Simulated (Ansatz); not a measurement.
# HfSiO4 — electric field gradients

The cell is an entry of the Crystallography Open Database (COD), its atoms then relaxed with PBE in this cell.

Space group I4_1/amd:1 (No. 141); a = 6.5725, c = 5.9632 Å.

| site | Wyckoff | site symmetry | x | y | z |
| --- | --- | --- | --- | --- | --- |
| Hf | 4a | -4m2 | 0.0000 | 0.5000 | 0.2500 |
| Si | 4b | -4m2 | 0.5000 | 0.0000 | 0.2500 |
| O | 16h | .m. | 0.5000 | 0.3147 | 0.8193 |

One atom of each set is listed; the run and its k-mesh use a cell of 12 atoms with edges of 5.52, 5.52, 5.52 Å.

Computed with Ansatz: DFT, PBE, plane waves and PAW, scalar-relativistic, 420 eV cutoff, Γ-centred 7×7×7 k-points, Fermi–Dirac smearing 0.02 eV.

Conventions: |V_zz| ≥ |V_yy| ≥ |V_xx|, η = (V_xx − V_yy)/V_zz, C_Q = eQV_zz/h.

Hf-179: I = 9/2, Q = 3793 mb; 17O: I = 5/2, Q = -25.58 mb. Quadrupole moments are those of Pyykkö's year-2017 table.

(1) Give the quadrupolar parameters of the distinct sites.

Results:

(1) 

| site | atoms | first shell | V_xx, V_yy, V_zz (10²¹ V/m²) | η | C_Q (MHz) |
| --- | --- | --- | --- | --- | --- |
| Hf | 2 | 8 O at 2.11–2.26 Å | -7.15, -7.15, 14.29 | 0.00 | 1311 |
| Si | 2 | 4 O at 1.63 Å | 1.03, 1.03, -2.06 | 0.00 | – |
| O | 8 | 1 Si at 1.63 Å, 2 Hf at 2.11–2.26 Å | -0.35, -4.44, 4.79 | 0.86 | -2.96 |

An axis of threefold or higher order runs through Hf and Si, so V_zz lies along it and η is zero.

Si has no stable isotope with a ground-state quadrupole moment in the table, so no C_Q is given.

At this cell the PBE pressure is 7 GPa, so with PBE the cell would grow if it were relaxed. Without spin–orbit coupling the gradients at and beside Hf can be off by some per cent, at some sites by more.
